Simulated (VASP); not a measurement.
Cu under changes of volume

One of the cells (11.687 Å³/atom); the others are scaled copies at fixed shape and fractional positions:

```xyz
1
Lattice="-1.4523 1.4523 1.3852 1.4523 -1.4523 1.3852 1.4523 1.4523 -1.3852" Properties=species:S:1:pos:R:3 pbc="T T T"
Cu    0.0000    0.0000    0.0000
```

This isn't the form of Cu at room conditions, which is fcc.

| Quantity | Value |
| --- | --- |
| Program | VASP 6.6.1 |
| Functional | PBE |
| Potentials or basis | VASP PAW PBE potentials, release 64 (Cu) |
| Cutoff | 520 eV |
| k mesh | 13 × 13 × 13 |
| Occupations | fermi-dirac, width 0.05 eV |
| Spin | no spin polarisation |

| volume (Å³/atom) | energy over the lowest point (meV/atom) | pressure (GPa) |
| --- | --- | --- |
| 10.771 | ? | ? |
| 11.000 | 47.72 | 15.7 |
| 11.229 | 28.15 | 11.6 |
| 11.687 | 5.19 | 4.6 |
| 11.916 | 0.62 | 1.7 |
| 12.146 | 0.00 | -0.9 |

**Question.** What does the run at 10.771 Å³/atom give?

**Answer.** Energy over the lowest point 73.60 meV/atom; pressure 20.4 GPa.

Worked out: A Birch-Murnaghan fit of order 3 (a polynomial in V^(-2/3)) to the other rows has its minimum at 12.07 Å³/atom with B0 = V·E''(V) = 134 GPa and B' = 5.2 at fixed shape and positions, which overstates the stiffness. It gives 73.59 meV/atom at 10.771 Å³/atom, against the run's 73.60, and -dE/dV = 20.5 GPa, against 20.4.

Energies are extrapolated to zero smearing.
